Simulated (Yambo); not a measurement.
# Ge (Cmmm) in Yambo: further runs

Runs on Ge. Level: PBEsol. Tasks: G0W0 quasiparticle levels, optical spectrum, optical spectrum by the Bethe-Salpeter equation.

Everything below comes from runs of Yambo 5.3.0. Logs are shortened: lines on timing, memory, paths and dates and some standing lists are left out, and cuts for length are marked.

**1. Starting point**

It takes space group Cmmm (No. 65, orthorhombic). Conventional cell: a = 2.794 Å, b = 5.201 Å, c = 2.698 Å, α = 90.00°, β = 90.00°, γ = 90.00°. Ge (site symmetry mmm) is surrounded by 8 Ge at 2.70 to 2.95 Å.

This isn't the form of Ge at room conditions, which is diamond.

**2. G0W0 quasiparticle levels, PBEsol**

g0w00.in reads:

```
gw0
dyson
el_el_corr
rim_cut
HF_and_locXC
ppa
em1d
RandQpts= 1000000
RandGvec= 50 RL
EXXRLvcs= 78 Ry
VXCRLvcs= 78 Ry
Chimod= "HARTREE"
% BndsRnXp
 1 | 157 |
%
NGsBlkXp= 6 Ry
% LongDrXp
 1 | 1 | 1 |
%
PPAPntXp= 27.21138 eV
% GbndRnge
 1 | 157 |
%
GTermKind= "BG"
DysSolver= "n"
ExtendOut
% QPkrange
 1 | 1 | 5 | 10 |
 14 | 14 | 5 | 10 |
 21 | 21 | 5 | 10 |
%
```

scf.in reads:

```
&CONTROL
  calculation = 'scf'
  prefix = 'pwscf'
  outdir = './tmp'
  pseudo_dir = './pseudo'
/
&SYSTEM
  ibrav = 0
  nat = 1
  ntyp = 1
  ecutwfc = 78
  nbnd = 13
  occupations = 'smearing'
  smearing = 'fd'
  degauss = 0.00367493
  force_symmorphic = .true.
/
&ELECTRONS
  conv_thr = 2d-10
  electron_maxstep = 120
  mixing_beta = 0.5
/
ATOMIC_SPECIES
Ge    72.6300 Ge.upf
CELL_PARAMETERS angstrom
   1.3971490000   -2.6005160000    0.0000000000
   1.3971490000    2.6005160000    0.0000000000
   0.0000000000    0.0000000000    2.6982310000
ATOMIC_POSITIONS crystal
Ge     0.5000000000    0.5000000000    0.0000000000
K_POINTS automatic
12 12 10 0 0 0
```

nscf.in reads:

```
&CONTROL
  calculation = 'nscf'
  prefix = 'pwscf'
  outdir = './tmp'
  pseudo_dir = './pseudo'
/
&SYSTEM
  ibrav = 0
  nat = 1
  ntyp = 1
  ecutwfc = 78
  nbnd = 157
  occupations = 'smearing'
  smearing = 'fd'
  degauss = 0.00367493
  force_symmorphic = .true.
/
&ELECTRONS
  conv_thr = 1d-08
  diago_full_acc = .true.
  diago_thr_init = 1d-06
/
ATOMIC_SPECIES
Ge    72.6300 Ge.upf
CELL_PARAMETERS angstrom
   1.3971490000   -2.6005160000    0.0000000000
   1.3971490000    2.6005160000    0.0000000000
   0.0000000000    0.0000000000    2.6982310000
ATOMIC_POSITIONS crystal
Ge     0.5000000000    0.5000000000    0.0000000000
K_POINTS automatic
4 4 4 0 0 0
```

Potentials or basis: PseudoDojo 0.4.1 SR PBEsol standard.

Command:

```bash
OMP_NUM_THREADS=1 pw.x -in scf.in > scf.out
OMP_NUM_THREADS=1 pw.x -in nscf.in > nscf.out
cd tmp/pwscf.save; p2y; mv SAVE ../..; cd ../..
OMP_NUM_THREADS=1 yambo
OMP_NUM_THREADS=1 yambo -F g0w00.in -J g0w00 -C g0w00_out
```

Yambo's report:

```text
[... sections 02.01 to 02.04 as in the set-up run ...]

  [02.05] Energies & Occupations
  ==============================

  [X] === General ===
  [X] Electronic Temperature                        :  0.258606E-1   300.100    [eV K]
  [X] Bosonic    Temperature                        :  0.258606E-1   300.100    [eV K]
  [X] Finite Temperature mode                       : yes
  [X] El. density                                   :  0.71403E+24 [cm-3]
  [X] Fermi Level                                   :  11.76348 [eV]

  [X] === Gaps and Widths ===
  [X] Conduction Band Min                           :  11.76348 [eV]
  [X] Valence Band Max                              :  11.76348 [eV]
  [X] Filled Bands                                  :   6
  [X] Metallic Bands                                :   7   8
  [X] Empty Bands                                   :    9  157

  [X] === Metallic Characters ===
  [X] N of el / N of met el                         :  14.00000   2.19081
  [X] Average metallic occ.                         :  0.273851

  [WARNING] [X] Metallic system

 [03] Transferred momenta grid and indexing
 ==========================================

 IBZ Q-points                                      :  21
 BZ  Q-points                                      :   64

 K/Q-points units:
 rlu = crystal or reduced units; cc = cartesian coordinates; iku = interal k-units

 Q [ 1]         [rlu]:  0.000000  0.000000  0.000000
 Q [ 2]         [rlu]:  0.000000  0.000000  0.250000
 Q [ 3]         [rlu]:  0.000000  0.000000 -0.500000
 Q [ 4]         [rlu]: -0.53761E-16  0.25000       0.0000
 Q [ 5]         [rlu]: -0.53761E-16  0.25000      0.25000
 Q [ 6]         [rlu]: -0.53761E-16  0.25000     -0.50000
 Q [ 7]         [rlu]:  0.85947E-17 -0.50000       0.0000
 Q [ 8]         [rlu]:  0.85947E-17 -0.50000      0.25000
 Q [ 9]         [rlu]:  0.85947E-17 -0.50000     -0.50000
 Q [10]         [rlu]:  0.250000  0.250000  0.000000
 Q [11]         [rlu]:  0.250000  0.250000  0.250000
 Q [12]         [rlu]:  0.250000  0.250000 -0.500000
 Q [13]         [rlu]:  0.250000 -0.500000  0.000000
 Q [14]         [rlu]:  0.250000 -0.500000  0.250000
 Q [15]         [rlu]:  0.250000 -0.500000 -0.500000
 Q [16]         [rlu]:  0.250000 -0.250000  0.000000
 Q [17]         [rlu]:  0.250000 -0.250000  0.250000
 Q [18]         [rlu]:  0.250000 -0.250000 -0.500000
 Q [19]         [rlu]:  0.500000 -0.500000  0.000000
 Q [20]         [rlu]:  0.500000 -0.500000  0.250000
 Q [21]         [rlu]:  0.500000 -0.500000  0.500000

 [04] Coloumb potential Random Integration (RIM)
 ===============================================

  [04.01] RIM initialization
  ==========================

  * Diagonal components only detected *

  8 x (sBL volume)        :  0.234337 [a.u.]
  sBZ random points       :  1000000
  Points outside the sBZ  :   7994250
  RL volume               :  1.874699 [a.u.]
  Integrated volume       :  1.876048 [a.u.]

  [04.02] RIM integrals
  =====================

  Gamma point sphere radius             :  0.111832 [a.u.]
  Points outside the sphere             :   799535
  [Int_sBZ(q=0) 1/q^2]*(Vol_sBZ)^(-1/3) =:  7.712795
                                 should be <:  7.795600
  [WR./g0w00//ndb.RIM]------------------------------------------------------------
   Brillouin Zone Q/K grids (IBZ/BZ)                :   21   64   21   64
   Coulomb cutoff potential                         : none
   Coulombian RL components                         :   51
   Coulombian diagonal components                   : yes
   RIM random points                                :  1000000
   RIM  RL volume             [a.u.]                :  1.876048
   Real RL volume             [a.u.]                :  1.874699
   Eps^-1 reference component                       : 0
   Eps^-1 components                                :  0.000000  0.000000  0.000000
   RIM anysotropy factor                            :  0.000000

  Summary of Coulomb integrals for non-metallic bands |Q|[au] RIM/Bare

[... 150 lines left out ...]
 <8|nlXC|8> = -13.64845 -0.28887E-16 <8|lXC|8> = -11.17149 -0.39829E-16
 <9|nlXC|9> = -4.863481 -0.24018E-17 <9|lXC|9> = -9.121545  0.000000
 <10|nlXC|10> = -7.952578 -0.80237E-17 <10|lXC|10> = -12.91988  0.14161E-15

  [07.01] Hartree-Fock occupations report
  =======================================

  [Hartree-Fock] === General ===
  [Hartree-Fock] Electronic Temperature             :  0.258606E-1   300.100    [eV K]
  [Hartree-Fock] Bosonic    Temperature             :  0.258606E-1   300.100    [eV K]
  [Hartree-Fock] Finite Temperature mode            : yes
  [Hartree-Fock] El. density                        :  0.71403E+24 [cm-3]
  [Hartree-Fock] Fermi Level                        :  11.76348 [eV]

  [Hartree-Fock] === Gaps and Widths ===
  [Hartree-Fock] Conduction Band Min                :  11.76348 [eV]
  [Hartree-Fock] Valence Band Max                   :  11.76348 [eV]
  [Hartree-Fock] Filled Bands                       :   6
  [Hartree-Fock] Metallic Bands                     :   7   8
  [Hartree-Fock] Empty Bands                        :    9  157

  [Hartree-Fock] === Metallic Characters ===
  [Hartree-Fock] N of el / N of met el              :  14.00000   2.19081
  [Hartree-Fock] Average metallic occ.              :  0.273851

  [WARNING] [Hartree-Fock] Metallic system

 [08] Dyson equation: Newton solver
 ==================================

 [WARNING] Response block size in GW reduced to 29      RL (3036    mHa)

  [08.01] G0W0 (W PPA)
  ====================

  [  GW  ] Bands range     :    1  157
  [GW/PPA] G damping       :  0.100000 [eV]

  QP @ state[ 1 ] K range:  1  1
  QP @ state[ 1 ] b range:   5  10
  QP @ state[ 2 ] K range:  14  14
  QP @ state[ 2 ] b range:   5  10
  QP @ state[ 3 ] K range:  21  21
  QP @ state[ 3 ] b range:   5  10
[... 71 lines left out ...]
   :: Time ordering fails/rest    :  0.410390
   :: Mean rel dev of PP cond     :  0.542120
   Current Q-pt index             :  19
   :: PP condition fails/total    :  0.642093
   :: Time ordering fails/rest    :  0.471761
   :: Mean rel dev of PP cond     :  0.641614
   Current Q-pt index             :  20
   :: PP condition fails/total    :  0.539834
   :: Time ordering fails/rest    :  0.428941
   :: Mean rel dev of PP cond     :  0.539962
   Current Q-pt index             :  21
   :: PP condition fails/total    :  0.551724
   :: Time ordering fails/rest    :  0.381963
   :: Mean rel dev of PP cond     :  0.551534

  [08.02] QP properties and I/O
  =============================

  Legend (energies in eV)
  - B  : Band       - Eo  : bare energy
  - E  : QP energy  - Z   : Renormalization factor
  - So : Sc(Eo)     - S   : Sc(E)
  - dSp: Sc derivative precision

  - lXC: Local XC (Perdew, Burke & Ernzerhof SOL(X)+Perdew, Burke & Ernzerhof SOL(C))
  -nlXC: non-Local XC (Hartree-Fock)

  QP [eV] @ K [1] (iku):  0.000000  0.000000  0.000000
   B=5 Eo=-24.93 E=-22.89 E-Eo=  2.04 Re(Z)=0.55 Im(Z)= -0.07887 nlXC=-34.33133 lXC=-29.80227 So=  8.25175
   B=6 Eo=-13.29 E=-13.25 E-Eo=  0.04 Re(Z)=0.85 Im(Z)= -0.16320 nlXC=-18.87639 lXC=-11.58451 So=  7.32453
   B=7 Eo=  6.24 E=  5.44 E-Eo= -0.80 Re(Z)=0.74 Im(Z)=-0.355563E-2 nlXC= -7.34548 lXC= -11.9386 So= -5.68680
   B=8 Eo=  6.71 E=  5.88 E-Eo= -0.83 Re(Z)=0.74 Im(Z)=-0.723488E-2 nlXC= -8.06032 lXC= -12.5840 So= -5.64588
   B=9 Eo=  8.21 E=  7.34 E-Eo= -0.88 Re(Z)=0.71 Im(Z)=-0.205213E-2 nlXC= -7.83432 lXC= -13.0013 So= -6.40805
   B=10 Eo=  9.70 E=  9.61 E-Eo= -0.09 Re(Z)=0.73 Im(Z)=-0.490345E-2 nlXC= -5.22860 lXC= -11.4627 So= -6.36398

  QP [eV] @ K [14] (iku): -0.232663 -0.375000  0.250000
   B=5 Eo=-24.97 E=-23.03 E-Eo=  1.94 Re(Z)=0.52 Im(Z)= 0.320553E-1 nlXC= -34.3423 lXC= -29.9293 So=  8.15706
   B=6 Eo= -8.07 E= -8.51 E-Eo= -0.45 Re(Z)=0.71 Im(Z)=-0.522375E-2 nlXC= -17.2020 lXC= -12.3666 So=  4.20312
   B=7 Eo= -1.95 E= -2.69 E-Eo= -0.74 Re(Z)=0.76 Im(Z)=-0.173236E-2 nlXC= -12.9108 lXC= -11.3946 So= 0.549680
   B=8 Eo=  0.00 E= -0.67 E-Eo= -0.67 Re(Z)=0.77 Im(Z)=-0.167675E-2 nlXC= -10.3925 lXC= -11.1711 So= -1.65387
   B=9 Eo=  2.87 E=  2.30 E-Eo= -0.57 Re(Z)=0.76 Im(Z)=-0.188906E-2 nlXC= -8.48885 lXC= -12.2457 So= -4.50456
   B=10 Eo=  9.59 E=  9.00 E-Eo= -0.58 Re(Z)=0.71 Im(Z)= -0.02990 nlXC= -4.68864 lXC=-10.45021 So= -6.58232

  QP [eV] @ K [21] (iku): -0.930651  0.000000 -0.500000
   B=5 Eo=-24.87 E=-21.61 E-Eo=  3.26 Re(Z)=0.83 Im(Z)= -0.19685 nlXC=-34.38198 lXC=-30.09243 So=  8.16495
   B=6 Eo= -5.04 E= -5.50 E-Eo= -0.46 Re(Z)=0.75 Im(Z)=-0.955059E-3 nlXC= -16.4900 lXC= -14.0132 So=  1.86699
   B=7 Eo= -2.81 E= -3.65 E-Eo= -0.84 Re(Z)=0.76 Im(Z)=-0.163126E-2 nlXC= -12.9209 lXC= -10.9346 So= 0.881760
   B=8 Eo= -2.66 E= -3.48 E-Eo= -0.83 Re(Z)=0.76 Im(Z)=-0.179532E-2 nlXC= -13.6484 lXC= -11.1715 So=  1.38552
   B=9 Eo=  2.80 E=  2.39 E-Eo= -0.42 Re(Z)=0.78 Im(Z)=-0.152848E-2 nlXC= -4.86348 lXC= -9.12155 So= -4.79073
   B=10 Eo=  7.67 E=  6.78 E-Eo= -0.89 Re(Z)=0.72 Im(Z)= 0.451977E-2 nlXC= -7.95258 lXC= -12.9199 So= -6.20082

  [WR./g0w00//ndb.QP]-------------------------------------------------------------
   Lattice constants                                :  4.914263  4.914263  5.098918
   Coulomb cutoff potential                         : none
   Electronic Temperature                           :  300.1000 [K]
   Bosonic    Temperature                           :  300.1000 [K]
   Green`s function   energies                      : Perdew, Burke & Ernzerhof SOL(X)+Perdew, Burke & Ernzerhof SOL(C)
   wavefunctions                                    : Perdew, Burke & Ernzerhof SOL(X)+Perdew, Burke & Ernzerhof SOL(C)
   PPA    diel. fun.  energies                      : Perdew, Burke & Ernzerhof SOL(X)+Perdew, Burke & Ernzerhof SOL(C)
   wavefunctions                                    : Perdew, Burke & Ernzerhof SOL(X)+Perdew, Burke & Ernzerhof SOL(C)
   QP tot states                                    :  18
   GW solver                                        : Newton
   GW approximation                                 : PPA
   PPA imaginary Energy                             :  27.21138 ev
   RIM G`s                                          :   51
   RIM random pts                                   :  1000000
   dS/dw steps                                      :  2
   dS/dw step                                       :  0.100000 ev
   X G`s                                            :  29 used
   X G`s                                            :  29 disk
   X bands                                          :    1  157
   X poles                                          :  100.0000 o/o
   X e/h E range                                    : -1.000000 -1.000000 ev
   X Hxc Kernel                                     : HARTREE
   X BZ energy Double Grid                          : no
   X Optical Averaged directions                    : none
   Sc/G bands                                       :    1  157
   Sc/G damping                                     :  0.100000 ev
   Sc bands terminator                              : yes
   Sc terminator kind                               : BG
   Sc Terminator pole                               :  40.81708
   Sx RL components                                 :  1553

   QP @ state[ 1 ] K range                          :  1  1
   QP @ state[ 1 ] b range                          :   5  10
   QP @ state[ 2 ] K range                          :  14  14
   QP @ state[ 2 ] b range                          :   5  10
   QP @ state[ 3 ] K range                          :  21  21
   QP @ state[ 3 ] b range                          :   5  10
   GF energies kind                                 : Perdew, Burke & Ernzerhof SOL(X)+Perdew, Burke & Ernzerhof SOL(C)
   GF WF`s kind                                     : Perdew, Burke & Ernzerhof SOL(X)+Perdew, Burke & Ernzerhof SOL(C)
   Xs energies kind                                 : Perdew, Burke & Ernzerhof SOL(X)+Perdew, Burke & Ernzerhof SOL(C)
   Xs WF`s kind                                     : Perdew, Burke & Ernzerhof SOL(X)+Perdew, Burke & Ernzerhof SOL(C)
```

It took 7.7 min on 1 thread of Arm Neoverse N1, shared host; peak memory 0.53 GiB.

What came out:

```yaml
Band_gap_on_the_k_mesh_mean-field_level: none (metal or under the smearing width)
```

Quasiparticle terms (eV):
```tsv
k point	band	Kohn-Sham level	Vxc	Σx	Σc	Z	result
(0.000, 0.000, 0.000)	5	-24.93	-29.80	-34.33	8.25	0.55	-22.89
(0.000, 0.000, 0.000)	6	-13.29	-11.58	-18.88	7.32	0.85	-13.25
(0.000, 0.000, 0.000)	7	6.24	-11.94	-7.35	-5.69	0.74	5.44
(0.000, 0.000, 0.000)	8	6.71	-12.58	-8.06	-5.65	0.74	5.88
(0.000, 0.000, 0.000)	9	8.21	-13.00	-7.83	-6.41	0.71	7.34
(0.000, 0.000, 0.000)	10	9.70	-11.46	-5.23	-6.36	0.73	9.61
(0.250, -0.500, 0.250)	5	-24.97	-29.93	-34.34	8.16	0.52	-23.03
(0.250, -0.500, 0.250)	6	-8.07	-12.37	-17.20	4.20	0.71	-8.51
(0.250, -0.500, 0.250)	7	-1.95	-11.39	-12.91	0.55	0.76	-2.69
(0.250, -0.500, 0.250)	8	0.00	-11.17	-10.39	-1.65	0.77	-0.67
(0.250, -0.500, 0.250)	9	2.87	-12.25	-8.49	-4.50	0.76	2.30
(0.250, -0.500, 0.250)	10	9.59	-10.45	-4.69	-6.58	0.71	9.00
(-0.500, -0.500, -0.500)	5	-24.87	-30.09	-34.38	8.16	0.83	-21.61
(-0.500, -0.500, -0.500)	6	-5.04	-14.01	-16.49	1.87	0.75	-5.50
(-0.500, -0.500, -0.500)	7	-2.81	-10.93	-12.92	0.88	0.76	-3.65
(-0.500, -0.500, -0.500)	8	-2.66	-11.17	-13.65	1.39	0.76	-3.48
(-0.500, -0.500, -0.500)	9	2.80	-9.12	-4.86	-4.79	0.78	2.39
(-0.500, -0.500, -0.500)	10	7.67	-12.92	-7.95	-6.20	0.72	6.78
```

Caveat: the k mesh is coarse (spacing up to 0.64 Å⁻¹), so the values aren't converged; the potentials hold a filled d shell without the s and p states of that shell, which can shift GW gaps by tenths of an eV, either way; the plasmon-pole model is rough for a metal; the ground state has no gap, which makes the many-body step unreliable; this version prints the column dSc/dw multiplied by 27.2; the terminator is approximate in this version, by hundredths of an eV.

(Continued in part 2 of 3.)
